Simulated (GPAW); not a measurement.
A run of GPAW 26.7.0 is set up as follows.

run.py

```python
from ase.dft.bandgap import bandgap
from ase.io import read, write
from ase.units import GPa
from gpaw import GPAW, PW

atoms = read('InP.xyz')

calc = GPAW(mode=PW(600),
            xc='PBE',
            kpts={'size': (8, 8, 8), 'gamma': True},
            occupations={'name': 'methfessel-paxton', 'order': 0, 'width': 0.023},
            nbands=18,
            convergence={'density': 1e-05, 'energy': 1e-05},
            maxiter=150,
            txt='gpaw.txt')
atoms.calc = calc
energy = atoms.get_potential_energy()
forces = atoms.get_forces()
stress = atoms.get_stress()
calc.write('gs.gpw')
write('result.traj', atoms)
print(f'Energy: {energy:.6f} eV')
print('Forces (eV/A):')
print(forces.round(4))
print('Stress (GPa):', (stress / GPa).round(3))
print('Fermi level:', round(calc.get_fermi_level(), 4), 'eV')
print(f'Gap: {bandgap(calc)[0]:.4f} eV, direct: {bandgap(calc, direct=True)[0]:.4f} eV')
```

InP.xyz

```xyz
2
Lattice="0.0000000000 2.9305000000 2.9305000000 2.9305000000 0.0000000000 2.9305000000 2.9305000000 2.9305000000 0.0000000000" Properties=species:S:1:pos:R:3 pbc="T T T"
In     0.0000000000      0.0000000000      0.0000000000
P      4.3957500000      4.3957500000      4.3957500000
```

Potentials or basis: GPAW PAW data sets (gpaw-data 1.2.1), pw.

Command:

```console
$ OMP_NUM_THREADS=1 python run.py
```

Problem. Predict the pressure.

Solution. 3.0 GPa.

Problem. Estimate the band gap on the k mesh.

Solution. 0.71 eV, direct.

Caveat: spin-orbit coupling is left out, which moves the levels of the heavy elements.

**Measured values to compare with.**

A printed reference work, data compilation reports, for a bulk crystal of InP at 1.6 K: band gap 1.4236 eV (direct).

A measured gap of InP is 1.4236 eV (direct; 1.6 K; a printed reference work, data compilation); the calculated 0.71 eV misses it by -0.71 eV. Spin-orbit coupling on In is left out. The value is that of PBE, without temperature or zero-point motion. Semilocal functionals fall short of measured gaps as a rule.
